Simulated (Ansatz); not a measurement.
The system is ZrO2.

```
Zr O
1.0
     0.00000    2.54507    2.54507
     2.54507    0.00000    2.54507
     2.54507    2.54507    0.00000
Zr O
1 2
Direct
  0.00000 0.00000 0.00000
  0.75000 0.75000 0.75000
  0.25000 0.25000 0.25000
```

Measurements of this composition are mostly on another form, of space group No. 14.

Base run:

* Program: Ansatz 0.2.0
* Functional: PBE
* Potentials or basis: Ansatz PAW
* Cutoff: 420 eV (not typed: the program's choice for these potentials)
* k mesh: 9 × 9 × 9
* Occupations: fermi-dirac, width 0.05 eV
* Spin: no spin polarisation

Its results: band gap on the k mesh 3.41 eV, indirect (least direct gap 3.89 eV); pressure 3.7 GPa.

Problem. The run is repeated on the same cell with these changes: functional from PBE to PBEsol. What comes out?

Solution. Band gap on the k mesh 3.34 eV, indirect (least direct gap 3.83 eV); pressure -3.8 GPa.

PBEsol binds more tightly than PBE, so the same cell stands under less pressure.

Caveats: the k mesh misses the band edges, so the gap on the mesh is wider than the one along the path; the PAW data sets come from PBE, with cores solved anew for the run's functional, which leaves a small shift of forces and pressure (some runs).
